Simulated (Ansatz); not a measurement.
# As_O in Al2O3 (R-3c): charge-transition levels and formation energies

Wanted: the transition levels of a substitutional impurity in Al2O3 (R-3c), from a cell of 120 host atoms with 1 O taken out and 1 As put in.

Main program and level: Ansatz 0.2.0; place-levels on PBEsol runs: charge-transition levels and formation energies with image-charge correction and potential alignment at the atomic sites.

Experimental background.

For Al2O3, alpha (corundum) (high-purity reference sample), “Multi-petahertz electron interference in Cr:Al2O3 solid-state material” (2018, pmc:5906618) quotes earlier work: band gap (optical band gap of host from absorption) 8.7 eV [literature value quoted for a high-purity sample; optical absorption edge, temperature …].

This is a report of a sequence of runs, with most program output left out.

## 1. The structure

The cell holds 120 atoms: 48 Al, 71 O and 1 As. Its edges and angles: a = 9.548 Å, b = 9.548 Å, c = 13.015 Å, α = 90.0°, β = 90.0°, γ = 120.0°. It derives from Al2O3 (space group R-3c). Nearest the centre at fractional (0.680, 0.514, 0.583): As107 at 0.00 Å, Al65 at 1.86 Å, Al91 at 1.86 Å, Al99 at 1.97 Å, Al102 at 1.97 Å, O117 at 2.53 Å, O120 at 2.53 Å, O80 at 2.62 Å.

Known beforehand: the electronic dielectric constant, (3.30, 3.30, 3.26), and the static one, (9.72, 9.72, 11.81), computed on the host (DFPT, PBEsol).

The cell's shortest repeat is 9.5 Å.

## 2. Charge states

Levels follow from differences of total energies between charge states, each relaxed by itself.

The atoms start from small random displacements, which break the site symmetry. Forces are taken at one point at (¼, ¼, ¼). The cell holds 1 electron more than the neutral one, with a uniform background that keeps it neutral on the whole.

One state's input; the others differ in charge, spin, start and seed, and in occupations where the table says so.

qm1.relax/input.yaml reads:

```yaml
crystal:
  lattice:
    - [4.77386743, 0.0, 0.0]
    - [-2.38693371, 4.13429047, 0.0]
    - [0.0, 0.0, 13.01480709]
  atoms:
    - { symbol: Al, position: [0.0, 0.0, 0.64792089] }
    - { symbol: Al, position: [0.33333333, 0.66666667, 0.31458755] }
    - { symbol: Al, position: [0.66666667, 0.33333333, 0.98125422] }
    - { symbol: Al, position: [0.0, 0.0, 0.85207911] }
    - { symbol: Al, position: [0.33333333, 0.66666667, 0.51874578] }
    - { symbol: Al, position: [0.66666667, 0.33333333, 0.18541245] }
    - { symbol: Al, position: [0.0, 0.0, 0.14792089] }
    - { symbol: Al, position: [0.33333333, 0.66666667, 0.81458755] }
[... 18 atom lines left out ...]
    - { symbol: O, position: [0.66666667, 0.6391931, 0.58333333] }
    - { symbol: O, position: [0.30585977, 0.0, 0.25] }
    - { symbol: O, position: [0.6391931, 0.66666667, 0.91666667] }
    - { symbol: O, position: [0.97252643, 0.33333333, 0.58333333] }
  supercell: [2, 2, 1]
  defects: [{ substitution: { at: 106, symbol: As } }]
total_charge: -1
basis:
  ecutwfc: 420
  xc_grid: 2
hamiltonian:
  xc: pbesol
kpoints:
  mp_grid: { grid: [1, 1, 1], shift: [0.25, 0.25, 0.25] }
scf:
  occupations: { method: fixed }
  max_iter: 100
output:
  forces: true
  charged_corrections: { epsilon: [3.3, 3.3, 3.26], static_epsilon: [9.72, 9.72, 11.81] }
relax:
  f_tol: 0.02
  max_steps: 80
  random_displacement: { seed: 3568 }
checkpoint:
  write: "../qm1.relax.run"
  compress: false
  write_wavefunctions: true
  write_every: 100000
```

The run is started by

```
ansatz run input.yaml --threads 4 --pin off --max-ram 6594MiB --backend cpu --events-out ev --progress --plain --runs-dir out
```

The relaxed structure is kept and the sampling changed to a 2×2×2 shifted mesh.

The run of this state that the levels use, under PBEsol:

qm1.point/input.yaml reads:

```yaml
crystal:
  checkpoint: "../qm1.relax.run"
  host: checkpoint
total_charge: -1
basis:
  ecutwfc: 420
  xc_grid: 2
hamiltonian:
  xc: pbesol
kpoints:
  mp_grid: { grid: [2, 2, 2], shift: [0.5, 0.5, 0.5] }
scf:
  occupations: { method: fermi_dirac, width: 0.01 }
  max_iter: 100
output:
  forces: true
  eigenvalues: true
  charged_corrections:
    epsilon: [3.3, 3.3, 3.26]
    static_epsilon: [9.72, 9.72, 11.81]
    defect_position: [0.680261, 0.513594, 0.583333]
  eigenstates: { localisation: true }
  populations: true
  band_densities: [{ bands: [v1, v1] }, { bands: [c1, c1] }]
  write_density: true
  write_potential: true
  volumetric_format: npy
  elf: true
checkpoint:
  read: "../qm1.relax.run"
  write: "../qm1.point.run"
  compress: false
  write_wavefunctions: false
  write_every: 100000
```

Relaxations under PBEsol at one point at (¼, ¼, ¼); times on 4 threads of Arm Neoverse V2, shared host:

| charge | moment (μB) | occupations | outcome | steps | largest displacement against the far atoms (Å) | time |
| --- | --- | --- | --- | --- | --- | --- |
| −1 | 0 | fixed | converged | 7 | 0.36 | 2.1 min |
| 0 | 1 | fixed | converged | 7 | 0.39 | 4.4 min |

Single points under PBEsol at a 2×2×2 shifted mesh; times on 4 threads of Arm Neoverse V2, shared host:

| charge | moment (μB) | occupations | outcome | time |
| --- | --- | --- | --- | --- |
| −1 | 0 | fermi-dirac | converged | 2.7 min |
| 0 | 1 | fermi-dirac | converged | 7.5 min |

Distances (Å) from As107 to the nearest atoms after relaxation with PBEsol:

| charge | moment (μB) | 1. | 2. | 3. | 4. | 5. | 6. |
| --- | --- | --- | --- | --- | --- | --- | --- |
| −1 | 0 | Al 2.13 | Al 2.13 | Al 2.22 | Al 2.22 | O 2.78 | O 2.78 |
| 0 | 1 | Al 2.15 | Al 2.15 | Al 2.28 | Al 2.28 | O 2.75 | O 2.75 |

## 3. place-levels, PBEsol

A charged cell interacts with its images and the background, and its potential has another zero than the host's. place-levels removes the first by a point-charge model, screened by the static dielectric constant since the ions have relaxed around the charge, and the second by comparing potentials at atoms far from the defect.

The host is a run of the defect-free crystal in the same cutoffs, grids and k-points, so that basis and sampling errors cancel in part in the differences. The host is run in a cell of 30 atoms on a matching mesh. Its band edges are searched through the zone by a band path, so the gap is smaller than, or equal to, that on the mesh. Chemical potentials are energies per atom of O (O2 molecule) and As (grey arsenic (A7)), run with the same functional and cutoff.

levels.point.yaml reads:

```yaml
host:
  run: host.point.run
states: [qm1.point.run, q0_M1.point.run]
geometry_from:
  qm1.point.run: qm1.relax.run
  q0_M1.point.run: q0_M1.relax.run
  host.point.run: host.relax.run
chemical_potentials:
  O:
    energy: -558.282649
    dataset: "<sha256 of the dataset>"
  As:
    energy: -4813.023712
    dataset: <sha256 of the dataset>
```

The run is started by

```
ansatz place-levels levels.point.yaml -- --threads 4 --pin off --max-ram 6594MiB
```

Elapsed: 0.2 s, on 4 threads of Arm Neoverse V2, shared host.

Levels between the charges placed, in eV above the valence top:

|  | gap (eV) | (0/−1) |
| --- | --- | --- |
| PBEsol | 6.03 | 3.51 |

Corrections by state:

| charge | moment (μB) | image terms and alignment (eV) | band filling (eV) | ε used | over the lowest of its charge, as the program ranks them, band filling apart (eV) |
| --- | --- | --- | --- | --- | --- |
| 0 | 1.0 | 0.000 | - | - | 0.000 |
| −1 | 0.0 | 0.006 | - | principal values (9.72, 9.72, 11.81) | 0.000 |

From the program's caveats on the states, each cut to its opening words:

- charge −1: how wide its charge is, is not read beside other atoms or cores, and a band state would take no correction

The host's formation energy from the elements is -3.094 eV per atom; it sets how far the chemical potentials can move.

Limit set by the element alone; other compounds of these elements are not counted. Chemical potentials from the elements' reference states: Al 0.00 eV, O -5.16 eV, As 0.00 eV. Formation energies (Al-rich), with the Fermi level at the valence top and at the conduction bottom (gap 6.03 eV):

| charge | at valence top (eV) | at conduction bottom (eV) | correction included (eV) |
| --- | --- | --- | --- |
| 0 | 6.81 | 6.81 | 0.00 |
| −1 | 10.32 | 4.29 | 0.01 |

| Fermi level (eV) | lowest formation energy (eV) |
| --- | --- |
| 0.00 | 6.81 |
| 0.55 | 6.81 |
| 1.10 | 6.81 |
| 1.64 | 6.81 |
| 2.19 | 6.81 |
| 2.74 | 6.81 |
| 3.29 | 6.81 |
| 3.84 | 6.48 |
| 4.39 | 5.94 |
| 4.93 | 5.39 |
| 5.48 | 4.84 |
| 6.03 | 4.29 |

Limit set by the element alone; other compounds of these elements are not counted. Chemical potentials from the elements' reference states: O 0.00 eV, Al -7.73 eV, As 0.00 eV. Formation energies (O-rich), with the Fermi level at the valence top and at the conduction bottom (gap 6.03 eV):

| charge | at valence top (eV) | at conduction bottom (eV) | correction included (eV) |
| --- | --- | --- | --- |
| 0 | 11.97 | 11.97 | 0.00 |
| −1 | 15.48 | 9.45 | 0.01 |

Fermi level (eV), lowest formation energy (eV) and a bar from the least value:
```
     0.00      11.97 ##############################
     0.55      11.97 ##############################
     1.10      11.97 ##############################
     1.64      11.97 ##############################
     2.19      11.97 ##############################
     2.74      11.97 ##############################
     3.29      11.97 ##############################
     3.84      11.64 ##########################
     4.39      11.09 ####################
     4.93      10.54 #############
     5.48      10.00 #######
     6.03       9.45
```

## 4. The same at the relaxations' own k-points

The relaxations' own energies give the levels at their sampling, for comparison.

levels.relax_mesh.yaml is levels.point.yaml with these lines changed:

```diff
-  run: host.point.run
-states: [qm1.point.run, q0_M1.point.run]
-geometry_from:
-  qm1.point.run: qm1.relax.run
-  q0_M1.point.run: q0_M1.relax.run
-  host.point.run: host.relax.run
+  run: host.relax.run
+states: [qm1.relax.run, q0_M1.relax.run]
```

The run is started by

```
ansatz place-levels levels.relax_mesh.yaml -- --threads 4 --pin off --max-ram 6594MiB
```

Levels between neighbouring charges, in eV above the valence top:

|  | gap (eV) | (0/−1) |
| --- | --- | --- |
| one point at (¼, ¼, ¼) | 6.03 | 3.51 |
| a 2×2×2 shifted mesh | 6.03 | 3.51 |

Going from one point at (¼, ¼, ¼) to a 2×2×2 shifted mesh moves the levels that carry no band-filling term by up to 0.00 eV and formation energies against the elements by up to 0.01 eV.

## 5. What came out

```
gap of the host                                                          : 6.03 eV (PBEsol)
level (0/minus 1)                                                        : 3.51 eV above the valence top
lowest of the charges placed, just above the valence top (0.02 eV)       : 0
lowest of the charges placed, just below the conduction bottom (0.02 eV) : −1
lowest formation energy at mid-gap of the charges run, Al-rich           : 6.81 eV
lowest formation energy at mid-gap of the charges run, O-rich            : 11.97 eV
```

**Reading.** Of the charges placed (−1 and 0), the lowest changes at 3.51 eV (0/−1) above the valence top, in a gap of 6.03 eV. Charges above 0 and below −1 were not placed, so these runs say nothing of levels that involve them. States placed: 0 at 1 μB; −1 at 0 μB. Other spin states or structures, where not listed, weren't placed. As is taken at its element; compounds, which aren't counted here, bound the chemical potentials and would shift these formation energies. Going from one point at (¼, ¼, ¼) to a 2×2×2 shifted mesh moves the levels that carry no band-filling term by up to 0.00 eV and formation energies against the elements by up to 0.01 eV. Limits: PBEsol makes the gap too small and tends to spread out bound carriers; where a gas molecule sets a chemical potential or the host's formation energy, its binding is uncorrected.

Computed beside measured:

| quantity | measured | PBEsol |
| --- | --- | --- |
| band gap (least gap of the host; the measured gap is an optical one, which needn't be the least gap) (eV) | 8.7 | 6.03 (-2.67 eV) |

Measured values from pmc:5906618 (2018).

How well it matches: The band gap is off by -2.67 eV: a clear miss. Local and semilocal functionals usually give gaps below the measured ones. An optical gap can lie under the band gap by the exciton's binding. Zero-point and thermal motion shift the measured gap.

[Logs are printed without paths, hosts, clocks, repeated set-up lines and the standing remarks that a program may print on its own settings, such as how far it seeks lower states.]

[Hosts, paths, dates, database ids (printed as entryN), source tags and the programs' standing remarks are cut or masked in the printed files.]

[Where a table of states has a column of steps, it counts the stored structures, which are thinned; the runs took as many ionic steps or more.]

[A defect's name tells the site on which it was built; relaxed atoms can leave that site.]

[For some hosts the program warned that the k-mesh of the response run may be too coarse for force constants and the static dielectric constant; such warnings are not shown here.]
